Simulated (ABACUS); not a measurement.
# MoS2 in ABACUS: settings compared, part 2 of 2

ABACUS 3.10.1. Earlier steps stand in the parts before.

## 5. Band structure, PBEsol

INPUT

```
INPUT_PARAMETERS
suffix              MoS2
calculation         nscf
basis_type          pw
pseudo_dir          ./
symmetry            -1
dft_functional      pbesol
ecutwfc             81.0
pseudo_rcut         7
nspin               1
nbands              38
ks_solver           dav
smearing_method     fd
smearing_sigma      0.00367493
scf_thr             1e-08
scf_nmax            100
mixing_type         broyden
mixing_beta         0.7
init_chg            file
pw_diag_thr         1e-07
out_band            1
kpar                4
```

STRU

```
ATOMIC_SPECIES
Mo 95.9500 Mo.upf
S 32.0600 S.upf

LATTICE_CONSTANT
1.8897261246

LATTICE_VECTORS
3.1845414600 0.0000000000 0.0000000000
-1.5922707300 2.7578938038 0.0000000000
0.0000000000 0.0000000000 21.6705347200

ATOMIC_POSITIONS
Direct

Mo
0.0
2
0.3333333333 0.6666666667 0.8511602300 1 1 1
0.6666666667 0.3333333333 0.1488397700 1 1 1

S
0.0
4
0.6666666667 0.3333333333 0.7796253900 1 1 1
0.3333333333 0.6666666667 0.0772510000 1 1 1
0.6666666667 0.3333333333 0.9227490000 1 1 1
0.3333333333 0.6666666667 0.2203746100 1 1 1
```

KPT

```
K_POINTS
12
Line
0.00000000 0.00000000 0.00000000 6 // G
0.50000000 0.00000000 0.00000000 6 // M
0.33333333 0.33333333 0.00000000 6 // K
0.00000000 0.00000000 0.00000000 6 // G
0.00000000 0.00000000 0.50000000 6 // A
0.50000000 0.00000000 0.50000000 6 // L
0.33333333 0.33333333 0.50000000 6 // H
0.00000000 0.00000000 0.50000000 1 // A
0.50000000 0.00000000 0.50000000 6 // L
0.50000000 0.00000000 0.00000000 1 // M
0.33333333 0.33333333 0.00000000 6 // K
0.33333333 0.33333333 0.50000000 1 // H
```

Potentials or basis: PseudoDojo NC SR 0.4.1 PBEsol standard, plane waves.

On the command line:

```bash
OMP_NUM_THREADS=1 mpirun -np 4 abacus > log
```

It took 67 s on 4 MPI ranks of AMD EPYC 7R43 (Zen 3), shared host; peak memory 1.5 GiB.

Results (log left out):

```
Band gap along the path : 1.24 eV, indirect (least direct gap 1.64 eV)
```

Levels at the corners of the path, in eV from the Fermi level:
| point | band 23 | band 24 | band 25 | band 26 | band 27 | band 28 | band 29 | band 30 |
| --- | --- | --- | --- | --- | --- | --- | --- | --- |
| Γ | -2.57 | -2.36 | -1.15 | -0.65 | 1.73 | 1.73 | 1.74 | 1.74 |
| M | -2.06 | -2.00 | -1.70 | -1.66 | 1.19 | 1.21 | 1.68 | 1.77 |
| K | -3.12 | -3.12 | -1.09 | -1.04 | 0.59 | 0.59 | 1.86 | 2.22 |
| Γ | -2.57 | -2.36 | -1.15 | -0.65 | 1.73 | 1.73 | 1.74 | 1.74 |
| A | -2.57 | -2.36 | -1.15 | -0.65 | 1.73 | 1.73 | 1.74 | 1.74 |
| L | -2.06 | -2.00 | -1.70 | -1.66 | 1.19 | 1.21 | 1.68 | 1.77 |
| H | -3.12 | -3.12 | -1.09 | -1.04 | 0.59 | 0.59 | 1.86 | 2.22 |
| A | -2.57 | -2.36 | -1.15 | -0.65 | 1.73 | 1.73 | 1.74 | 1.74 |
| L | -2.06 | -2.00 | -1.70 | -1.66 | 1.19 | 1.21 | 1.68 | 1.77 |
| M | -2.06 | -2.00 | -1.70 | -1.66 | 1.19 | 1.21 | 1.68 | 1.77 |
| K | -3.12 | -3.12 | -1.09 | -1.04 | 0.59 | 0.59 | 1.86 | 2.22 |
| H | -3.12 | -3.12 | -1.09 | -1.04 | 0.59 | 0.59 | 1.86 | 2.22 |

Caveat: the density is read from an earlier self-consistent run, whose mesh may be coarse.

## 6. Equation of state, PBEsol, 29.82 Å³/atom (volume scaled by 0.94)

INPUT

```
INPUT_PARAMETERS
suffix              MoS2
calculation         scf
basis_type          pw
pseudo_dir          ./
symmetry            1
dft_functional      pbesol
ecutwfc             81
pseudo_rcut         7
nspin               1
nbands              32
ks_solver           dav
smearing_method     fd
smearing_sigma      0.00367493
scf_thr             1e-08
scf_nmax            100
mixing_type         broyden
mixing_beta         0.7
cal_force           1
cal_stress          1
kpar                4
```

STRU

```
ATOMIC_SPECIES
Mo 95.9500 Mo.upf
S 32.0600 S.upf

LATTICE_CONSTANT
5.8950621996

LATTICE_VECTORS
1.0000000000 0.0000000000 0.0000000000
-0.5000000000 0.8660254038 0.0000000000
0.0000000000 0.0000000000 6.8049152506

ATOMIC_POSITIONS
Cartesian

Mo
0.0
2
-0.0000000001 0.5773502692 5.7920732299 1 1 1
0.5000000000 0.2886751346 1.0128420208 1 1 1

S
0.0
4
0.5000000000 0.2886751346 5.3052847062 1 1 1
-0.0000000001 0.5773502692 0.5256865080 1 1 1
0.5000000000 0.2886751346 6.2792287426 1 1 1
-0.0000000001 0.5773502692 1.4996305444 1 1 1
```

KPT

```
K_POINTS
0
Gamma
8 8 2 0 0 0
```

Potentials or basis: PseudoDojo NC SR 0.4.1 PBEsol standard, plane waves.

On the command line:

```bash
OMP_NUM_THREADS=1 mpirun -np 4 abacus > log
```

Run time: 83 s. Hardware: 4 MPI ranks of AMD EPYC 7R43 (Zen 3), shared host; peak memory 1.2 GiB.

The run converged. Its results:

```yaml
Free_energy: -5029.4594 eV
Largest_force: 0.994 eV/Å
Band_gap_on_the_k_mesh: 1.52 eV, indirect (least direct gap 2.12 eV)
```

Caveat: there are fewer bands than atomic start orbitals, so a level may be missed at k points of high symmetry.

## 7. Equation of state, PBEsol, 31.09 Å³/atom (volume scaled by 0.98)

INPUT is that of step 6.

STRU

```
ATOMIC_SPECIES
Mo 95.9500 Mo.upf
S 32.0600 S.upf

LATTICE_CONSTANT
5.9775213018

LATTICE_VECTORS
1.0000000000 0.0000000000 0.0000000000
-0.5000000000 0.8660254038 0.0000000000
0.0000000000 0.0000000000 6.8049152505

ATOMIC_POSITIONS
Cartesian

Mo
0.0
2
-0.0000000001 0.5773502692 5.7920732297 1 1 1
0.5000000000 0.2886751346 1.0128420207 1 1 1

S
0.0
4
0.5000000000 0.2886751346 5.3052847061 1 1 1
-0.0000000001 0.5773502692 0.5256865080 1 1 1
0.5000000000 0.2886751346 6.2792287424 1 1 1
-0.0000000001 0.5773502692 1.4996305444 1 1 1
```

KPT is that of step 6.

On the command line:

```bash
OMP_NUM_THREADS=1 mpirun -np 4 abacus > log
```

It took 83 s on 4 MPI ranks of AMD EPYC 7R43 (Zen 3), shared host; peak memory 1.2 GiB.

Results (log left out):

```
Free energy            : -5029.5459 eV
Largest force          : 0.230 eV/Å
Band gap on the k mesh : 1.46 eV, indirect (least direct gap 2.01 eV)
```

Caveat: there are fewer bands than atomic start orbitals, so a level may be missed at k points of high symmetry.

## 8. Equation of state, PBEsol, 32.36 Å³/atom (volume scaled by 1.02)

INPUT is that of step 7.

STRU

```
ATOMIC_SPECIES
Mo 95.9500 Mo.upf
S 32.0600 S.upf

LATTICE_CONSTANT
6.0577660622

LATTICE_VECTORS
1.0000000000 0.0000000000 0.0000000000
-0.5000000000 0.8660254038 0.0000000000
0.0000000000 0.0000000000 6.8049152507

ATOMIC_POSITIONS
Cartesian

Mo
0.0
2
-0.0000000001 0.5773502692 5.7920732299 1 1 1
0.5000000000 0.2886751346 1.0128420208 1 1 1

S
0.0
4
0.5000000000 0.2886751346 5.3052847062 1 1 1
-0.0000000001 0.5773502692 0.5256865080 1 1 1
0.5000000000 0.2886751346 6.2792287426 1 1 1
-0.0000000001 0.5773502692 1.4996305445 1 1 1
```

KPT is that of step 7.

On the command line:

```bash
OMP_NUM_THREADS=1 mpirun -np 4 abacus > log
```

It took 82 s on 4 MPI ranks of AMD EPYC 7R43 (Zen 3), shared host; peak memory 1.2 GiB.

The run converged. Its results:

| Quantity | Value |
| --- | --- |
| Free energy | -5029.4623 eV |
| Largest force | 0.441 eV/Å |
| Band gap on the k mesh | 1.39 eV, indirect (least direct gap 1.90 eV) |

Caveat: there are fewer bands than atomic start orbitals, so a level may be missed at k points of high symmetry.

## 9. Equation of state, PBEsol, 33.62 Å³/atom (volume scaled by 1.06)

INPUT is that of step 8.

STRU

```
ATOMIC_SPECIES
Mo 95.9500 Mo.upf
S 32.0600 S.upf

LATTICE_CONSTANT
6.1359394078

LATTICE_VECTORS
1.0000000000 0.0000000000 0.0000000000
-0.5000000000 0.8660254038 0.0000000000
0.0000000000 0.0000000000 6.8049152505

ATOMIC_POSITIONS
Cartesian

Mo
0.0
2
0.0000000000 0.5773502692 5.7920732298 1 1 1
0.5000000001 0.2886751346 1.0128420208 1 1 1

S
0.0
4
0.5000000001 0.2886751346 5.3052847061 1 1 1
0.0000000000 0.5773502692 0.5256865080 1 1 1
0.5000000001 0.2886751346 6.2792287425 1 1 1
0.0000000000 0.5773502692 1.4996305444 1 1 1
```

KPT is that of step 8.

Potentials or basis: PseudoDojo NC SR 0.4.1 PBEsol standard, plane waves.

On the command line:

```bash
OMP_NUM_THREADS=1 mpirun -np 4 abacus > log
```

Run time: 86 s. Hardware: 4 MPI ranks of AMD EPYC 7R43 (Zen 3), shared host; peak memory 1.4 GiB.

Results (log left out):

| Quantity | Value |
| --- | --- |
| Free energy | -5029.2421 eV |
| Largest force | 1.005 eV/Å |
| Band gap on the k mesh | 1.34 eV, indirect (least direct gap 1.80 eV) |

Caveat: there are fewer bands than atomic start orbitals, so a level may be missed at k points of high symmetry.

## 10. Equation of state, PBEsol

This step only gathers the single runs of the series.

Results:

- Equilibrium volume: 31.05 Å³/atom
- Bulk modulus at fixed shape and positions: 88 GPa
- Pressure derivative of the bulk modulus: 4.4 (rough: it moves with the points fitted)

Energy against volume, from the lowest point:
| volume (Å³/atom) | energy (meV/atom) |
| --- | --- |
| 29.817 | 14.43 |
| 31.086 | 0.00 |
| 32.355 | 13.94 |
| 33.624 | 50.64 |

Caveat: the cell was scaled at fixed shape and fractional positions, which overstates the stiffness of a crystal with free parameters, most of all of layers and chains.
